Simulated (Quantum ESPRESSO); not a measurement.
# Pb in Quantum ESPRESSO: further runs

The runs below take Pb through work function, with PBE.

All numbers are computed with Quantum ESPRESSO 7.5; they aren't measurements. Logs are shortened: lines on timing, memory, paths and dates and some standing lists are left out, and cuts for length are marked.

## 1. The slab as given

The cell holds a slab with vacuum, 5 atoms: a = 3.480 Å, b = 3.480 Å, c = 26.180 Å, α = 90.00°, β = 90.00°, γ = 120.00°.

The slab is cut from a database's or a generator's crystal, which needn't be the stable form of the element.

## 2. Work function, PBE

The input, pw.in:

```
&CONTROL
  calculation = 'scf'
  prefix = 'pwscf'
  outdir = './tmp'
  pseudo_dir = './pseudo'
  tprnfor = .true.
  disk_io = 'low'
/
&SYSTEM
  ibrav = 0
  celldm(1) = 8
  nat = 5
  ntyp = 1
  ecutwfc = 56
  nbnd = 46
  occupations = 'smearing'
  smearing = 'fd'
  degauss = 0.00367493
/
&ELECTRONS
  conv_thr = 5d-09
  electron_maxstep = 150
  mixing_beta = 0.3
  mixing_mode = 'local-TF'
/
ATOMIC_SPECIES
Pb   207.2000 Pb.upf
CELL_PARAMETERS alat
  0.8220310273332  -0.0000000000000   0.0000000000000
 -0.4110155136762   0.7118997523751   0.0000000000000
  0.0000000000000   0.0000000000000   6.1841287428378
ATOMIC_POSITIONS crystal
Pb     0.6666666667    0.3333333334    0.2864782277
Pb     0.3333333333    0.6666666666    0.3932391138
Pb     0.6666666667    0.3333333334    0.5000000000
Pb     0.3333333333    0.6666666666    0.6067608862
Pb     0.6666666667    0.3333333334    0.7135217723
K_POINTS automatic
2 2 1 0 0 0
```

The input, pp_density.in:

```
&INPUTPP
  prefix = 'pwscf'
  outdir = './tmp'
  filplot = 'density.dat'
  plot_num = 0
/
&PLOT
  nfile = 1
  filepp(1) = 'density.dat'
  iflag = 3
  output_format = 6
  fileout = 'density.cube'
/
```

The input, pp_potential.in:

```
&INPUTPP
  prefix = 'pwscf'
  outdir = './tmp'
  filplot = 'potential.dat'
  plot_num = 11
/
&PLOT
  nfile = 1
  filepp(1) = 'potential.dat'
  iflag = 3
  output_format = 6
  fileout = 'potential.cube'
/
```

The input, pp_elf.in:

```
&INPUTPP
  prefix = 'pwscf'
  outdir = './tmp'
  filplot = 'elf.dat'
  plot_num = 8
/
&PLOT
  nfile = 1
  filepp(1) = 'elf.dat'
  iflag = 3
  output_format = 6
  fileout = 'elf.cube'
/
```

Potentials or basis: PseudoDojo 0.4.1 SR PBE standard.

Launch:

```console
$ OMP_NUM_THREADS=1 mpirun -n 2 pw.x -in pw.in > pw.out
$ OMP_NUM_THREADS=1 mpirun -n 1 pp.x -in pp_density.in > pp_density.out
$ OMP_NUM_THREADS=1 mpirun -n 1 pp.x -in pp_potential.in > pp_potential.out
$ OMP_NUM_THREADS=1 mpirun -n 1 pp.x -in pp_elf.in > pp_elf.out
```

pw.out:

```text
This program is part of the open-source Quantum ESPRESSO suite
     for quantum simulation of materials; please cite
[... 6 lines left out ...]
     using ibrav=0 with symmetry is DISCOURAGED, use correct ibrav instead

     Subspace diagonalization in iterative solution of the eigenvalue problem:
     a serial algorithm will be used

     --------------------
     sticks:   dense  smooth     PW     G-vecs:    dense   smooth      PW
     Min         336     336     99                52496    52496    8153
     Max         337     337    100                52511    52511    8156
     Sum         673     673    199               105007   105007   16309

     Using Slab Decomposition

     bravais-lattice index     =            0
     lattice parameter (alat)  =       8.0000  a.u.
     unit-cell volume          =    1852.9152 (a.u.)^3
     number of atoms/cell      =            5
     number of atomic types    =            1
     number of electrons       =        70.00
     number of Kohn-Sham states=           46
     kinetic-energy cutoff     =      56.0000  Ry
     charge density cutoff     =     224.0000  Ry
     scf convergence threshold =      5.0E-09
     mixing beta               =       0.3000
     number of iterations used =            8  local-TF  mixing
     Exchange-correlation= PBE
                           (   1   4   3   4   0   0   0)

     celldm(1)=   8.000000  celldm(2)=   0.000000  celldm(3)=   0.000000
     celldm(4)=   0.000000  celldm(5)=   0.000000  celldm(6)=   0.000000

     crystal axes: (cart. coord. in units of alat)
               a(1) = (   0.822031  -0.000000   0.000000 )
               a(2) = (  -0.411016   0.711900   0.000000 )
               a(3) = (   0.000000   0.000000   6.184129 )

     reciprocal axes: (cart. coord. in units 2 pi/alat)
               b(1) = (  1.216499  0.702346 -0.000000 )
               b(2) = (  0.000000  1.404692 -0.000000 )
               b(3) = ( -0.000000 -0.000000  0.161704 )

     PseudoPot. # 1 for Pb read from file:
     Pb.upf
     Pseudo is Norm-conserving + core correction, Zval = 14.0
     Generated using ONCVPSP code by D. R. Hamann
     Using radial grid of 1678 points,  6 beta functions with:
                l(1) =   0
                l(2) =   0
                l(3) =   1
                l(4) =   1
                l(5) =   2
                l(6) =   2

     atomic species   valence    mass     pseudopotential
     Pb               14.00   207.20000     Pb( 1.00)

     12 Sym. Ops. (no inversion) found

   Cartesian axes

     site n.     atom                  positions (alat units)
         1        Pb     tau(   1) = (   0.4110155   0.2372999   1.7716182  )
         2        Pb     tau(   2) = (  -0.0000000   0.4745998   2.4318413  )
         3        Pb     tau(   3) = (   0.4110155   0.2372999   3.0920644  )
         4        Pb     tau(   4) = (  -0.0000000   0.4745998   3.7522874  )
         5        Pb     tau(   5) = (   0.4110155   0.2372999   4.4125105  )

     number of k points=     2  Fermi-Dirac smearing, width (Ry)=  0.0037
                       cart. coord. in units 2pi/alat
        k(    1) = (   0.0000000   0.0000000   0.0000000), wk =   0.5000000
        k(    2) = (   0.0000000  -0.7023461   0.0000000), wk =   1.5000000

     Dense  grid:   105007 G-vectors     FFT dimensions: (  32,  32, 240)

     Initial potential from superposition of free atoms

     starting charge      69.9893, renormalised to      70.0000

     negative rho (up, down):  1.181E-05 0.000E+00
     Starting wfcs are   45 randomized atomic wfcs +    1 random wfcs

     Self-consistent Calculation

     iteration #  1     ecut=    56.00 Ry     beta= 0.30
     Davidson diagonalization with overlap
     ethr =  1.00E-02,  avg # of iterations =  5.0

     Threshold (ethr) on eigenvalues was too large:
     Diagonalizing with lowered threshold

     Davidson diagonalization with overlap
     ethr =  3.79E-05,  avg # of iterations = 10.0

     total energy              =    -704.24277828 Ry
     estimated scf accuracy    <       0.03236425 Ry

     iteration #  2     ecut=    56.00 Ry     beta= 0.30
     Davidson diagonalization with overlap
     ethr =  4.62E-05,  avg # of iterations =  1.5

     total energy              =    -704.23323134 Ry
     estimated scf accuracy    <       0.02262768 Ry

     iteration #  3     ecut=    56.00 Ry     beta= 0.30
     Davidson diagonalization with overlap
     ethr =  3.23E-05,  avg # of iterations =  2.5

     total energy              =    -704.23635317 Ry
     estimated scf accuracy    <       0.00132745 Ry
[... 19 lines left out ...]
     total energy              =    -704.23607195 Ry
     estimated scf accuracy    <       0.00021925 Ry

     iteration #  7     ecut=    56.00 Ry     beta= 0.30
     Davidson diagonalization with overlap
     ethr =  3.13E-07,  avg # of iterations =  2.0

     total energy              =    -704.23610650 Ry
     estimated scf accuracy    <       0.00007374 Ry

     iteration #  8     ecut=    56.00 Ry     beta= 0.30
     Davidson diagonalization with overlap
     ethr =  1.05E-07,  avg # of iterations =  2.0

     negative rho (up, down):  1.564E-04 0.000E+00

     total energy              =    -704.23614439 Ry
     estimated scf accuracy    <       0.00002485 Ry

     iteration #  9     ecut=    56.00 Ry     beta= 0.30
     Davidson diagonalization with overlap
     ethr =  3.55E-08,  avg # of iterations =  5.5

     total energy              =    -704.23614820 Ry
     estimated scf accuracy    <       0.00000511 Ry

     iteration # 10     ecut=    56.00 Ry     beta= 0.30
     Davidson diagonalization with overlap
     ethr =  7.31E-09,  avg # of iterations =  2.0

     negative rho (up, down):  1.324E-04 0.000E+00

     total energy              =    -704.23614950 Ry
     estimated scf accuracy    <       0.00000084 Ry

     iteration # 11     ecut=    56.00 Ry     beta= 0.30
     Davidson diagonalization with overlap
     ethr =  1.21E-09,  avg # of iterations =  2.5

     negative rho (up, down):  3.653E-05 0.000E+00

     total energy              =    -704.23614897 Ry
     estimated scf accuracy    <       0.00000008 Ry

     iteration # 12     ecut=    56.00 Ry     beta= 0.30
     Davidson diagonalization with overlap
     ethr =  1.17E-10,  avg # of iterations =  2.0

     total energy              =    -704.23614886 Ry
     estimated scf accuracy    <       0.00000003 Ry

     iteration # 13     ecut=    56.00 Ry     beta= 0.30
     Davidson diagonalization with overlap
     ethr =  3.77E-11,  avg # of iterations =  2.5

     End of self-consistent calculation

          k = 0.0000 0.0000 0.0000 ( 13095 PWs)   bands (ev):

   -12.8390 -12.8335 -12.7829 -12.7829 -12.7749 -12.7749 -12.6853 -12.6853
   -12.6770 -12.6770 -12.6418 -12.5611 -12.5611 -12.5161 -12.5161 -12.4267
   -12.4267 -12.3714 -12.3714 -12.3698 -12.3698 -12.3004 -12.3004 -12.3004
   -12.3004  -7.4061  -6.8839  -5.9476  -4.9383  -3.9910   0.7448   2.3992
     4.5066   6.6376   8.0902   8.3437   9.8250   9.9199  10.1465  10.1465
    10.5606  10.5606  11.2422  11.2422  11.7363  11.7363

          k = 0.0000-0.7023 0.0000 ( 13122 PWs)   bands (ev):

   -12.9080 -12.8898 -12.8464 -12.8390 -12.7406 -12.7241 -12.7065 -12.6979
   -12.6392 -12.5200 -12.5175 -12.5142 -12.4972 -12.4965 -12.4390 -12.4351
   -12.4074 -12.3709 -12.3310 -12.3219 -12.3198 -12.2709 -12.2701 -12.1215
   -12.1215  -3.8913  -3.5152  -2.9256  -2.6386  -2.6064   0.6787   0.8392
     1.3635   1.8699   2.6890   4.5271   5.9600   6.6095   6.6139   7.2140
     7.6159   7.7696   8.2114   9.1768   9.9547  10.5666

     the Fermi energy is     4.5773 ev

!    total energy              =    -704.23614879 Ry
     estimated scf accuracy    <          4.9E-09 Ry
     smearing contrib. (-TS)   =      -0.00411304 Ry
     internal energy E=F+TS    =    -704.23203575 Ry

     The total energy is F=E-TS. E is the sum of the following terms:
     one-electron contribution =   -3185.63266708 Ry
     hartree contribution      =    1625.91576955 Ry
     xc contribution           =    -199.89085326 Ry
     ewald contribution        =    1055.37571504 Ry

     convergence has been achieved in  13 iterations

     Forces acting on atoms (cartesian axes, Ry/au):

     atom    1 type  1   force =     0.00000000   -0.00000000   -0.04247629
     atom    2 type  1   force =     0.00000000   -0.00000000   -0.00299714
     atom    3 type  1   force =     0.00000000   -0.00000000    0.00000000
     atom    4 type  1   force =    -0.00000000   -0.00000000    0.00299714
     atom    5 type  1   force =     0.00000000   -0.00000000    0.04247629

     Total force =     0.060220     Total SCF correction =     0.000094

=------------------------------------------------------------------------------=
   JOB DONE.
=------------------------------------------------------------------------------=
```

Wall time 16 s (2 MPI ranks of Arm Neoverse V2, shared host); peak memory 0.24 GiB.

The run converged, but some of its settings lie outside the range that counts as converged, so its numbers aren't taken as properties of the slab.

What came out:

| Quantity | Value |
| --- | --- |
| Free energy | -9581.6209 eV |
| Largest force | 1.092 eV/Å |
| Band gap on the k mesh | none (metal or under the smearing width) |
| Work function of the upper face | 3.99 eV |
| Work function of the lower face | 3.99 eV |

Caveat: the k mesh is coarse (spacing up to 1.04 Å⁻¹), so the values aren't converged.

## 3. Work function, PBE

Edit pw.in of step 2 so:

```diff
@@ -38,2 +38,2 @@
 K_POINTS automatic
-2 2 1 0 0 0
+3 3 1 0 0 0
```

pp_density.in is that of step 2.

pp_potential.in is that of step 2.

pp_elf.in is that of step 2.

Potentials or basis: PseudoDojo 0.4.1 SR PBE standard.

Launch:

```console
$ OMP_NUM_THREADS=1 mpirun -n 2 pw.x -in pw.in > pw.out
$ OMP_NUM_THREADS=1 mpirun -n 1 pp.x -in pp_density.in > pp_density.out
$ OMP_NUM_THREADS=1 mpirun -n 1 pp.x -in pp_potential.in > pp_potential.out
$ OMP_NUM_THREADS=1 mpirun -n 1 pp.x -in pp_elf.in > pp_elf.out
```

pw.out:

```text
This program is part of the open-source Quantum ESPRESSO suite
     for quantum simulation of materials; please cite
[... 6 lines left out ...]
     using ibrav=0 with symmetry is DISCOURAGED, use correct ibrav instead

     Subspace diagonalization in iterative solution of the eigenvalue problem:
     a serial algorithm will be used

     --------------------
     sticks:   dense  smooth     PW     G-vecs:    dense   smooth      PW
     Min         336     336     99                52496    52496    8427
     Max         337     337    100                52511    52511    8446
     Sum         673     673    199               105007   105007   16873

     Using Slab Decomposition

     bravais-lattice index     =            0
     lattice parameter (alat)  =       8.0000  a.u.
     unit-cell volume          =    1852.9152 (a.u.)^3
     number of atoms/cell      =            5
     number of atomic types    =            1
     number of electrons       =        70.00
     number of Kohn-Sham states=           46
     kinetic-energy cutoff     =      56.0000  Ry
     charge density cutoff     =     224.0000  Ry
     scf convergence threshold =      5.0E-09
     mixing beta               =       0.3000
     number of iterations used =            8  local-TF  mixing
     Exchange-correlation= PBE
[... 54 lines left out ...]
     Starting wfcs are   45 randomized atomic wfcs +    1 random wfcs

     Self-consistent Calculation

     iteration #  1     ecut=    56.00 Ry     beta= 0.30
     Davidson diagonalization with overlap
     ethr =  1.00E-02,  avg # of iterations =  4.7

     Threshold (ethr) on eigenvalues was too large:
     Diagonalizing with lowered threshold

     Davidson diagonalization with overlap
     ethr =  1.80E-04,  avg # of iterations =  6.3

     total energy              =    -703.79226304 Ry
     estimated scf accuracy    <       0.12940789 Ry
[... 88 lines left out ...]
     iteration # 13     ecut=    56.00 Ry     beta= 0.30
     Davidson diagonalization with overlap
     ethr =  2.08E-10,  avg # of iterations =  2.0

     End of self-consistent calculation

          k = 0.0000 0.0000 0.0000 ( 13095 PWs)   bands (ev):

   -12.3615 -12.3026 -12.3026 -12.2236 -12.2234 -12.2048 -12.2048 -12.1567
   -12.1535 -12.1177 -12.1177 -12.1051 -12.1051 -12.0846 -12.0846 -12.0767
   -12.0767 -12.0157 -12.0157 -12.0026 -12.0026 -11.9159 -11.9159 -11.9083
   -11.9083  -6.9094  -6.3438  -5.6108  -4.5569  -3.5653   1.1811   2.7334
     4.7345   6.7590   7.8854   8.0081   9.5581   9.8825  10.6407  10.6407
    11.1040  11.1040  11.5763  11.5763  11.8063  12.1199
[... 12 lines left out ...]
   -12.3342 -12.3069 -12.2695 -12.2161 -12.1868 -12.1776 -12.1491 -12.1419
   -12.1341 -12.1337 -12.1298 -12.0213 -11.9964 -11.9941 -11.9851 -11.9818
   -11.9812 -11.9529 -11.9517 -11.9491 -11.9441 -11.9440 -11.9352 -11.8945
   -11.8828  -2.4216  -2.2880  -2.1345  -2.0602  -2.0228   2.1722   2.5660
     2.6977   2.7737   3.4243   3.5149   3.7084   4.2495   4.5016   5.3584
     6.2465   7.0379   7.5640   8.8053   9.1925  10.1836

     the Fermi energy is     4.5761 ev

!    total energy              =    -703.77790850 Ry
     estimated scf accuracy    <          5.0E-09 Ry
     smearing contrib. (-TS)   =      -0.00358479 Ry
     internal energy E=F+TS    =    -703.77432371 Ry

     The total energy is F=E-TS. E is the sum of the following terms:
     one-electron contribution =   -3187.43409284 Ry
     hartree contribution      =    1628.20552011 Ry
     xc contribution           =    -199.92146602 Ry
     ewald contribution        =    1055.37571504 Ry

     convergence has been achieved in  13 iterations

     Forces acting on atoms (cartesian axes, Ry/au):

     atom    1 type  1   force =     0.00000000   -0.00000000    0.02720685
     atom    2 type  1   force =    -0.00000000   -0.00000000   -0.01771933
     atom    3 type  1   force =     0.00000000   -0.00000000    0.00000000
     atom    4 type  1   force =     0.00000000    0.00000000    0.01771933
     atom    5 type  1   force =     0.00000000    0.00000000   -0.02720685

     Total force =     0.045917     Total SCF correction =     0.000077

=------------------------------------------------------------------------------=
   JOB DONE.
=------------------------------------------------------------------------------=
```

Run time: 20 s. Hardware: 2 MPI ranks of Arm Neoverse V2, shared host; peak memory 0.26 GiB.

These settings aren't checked as converged: the numbers below hold their error.

Results:

```
Free energy                     : -9575.3862 eV
Largest force                   : 0.700 eV/Å
Band gap on the k mesh          : none (metal or under the smearing width)
Work function of the upper face : 3.45 eV
Work function of the lower face : 3.45 eV
```

Caveat: the k mesh is coarse (spacing up to 0.69 Å⁻¹), so the values aren't converged.
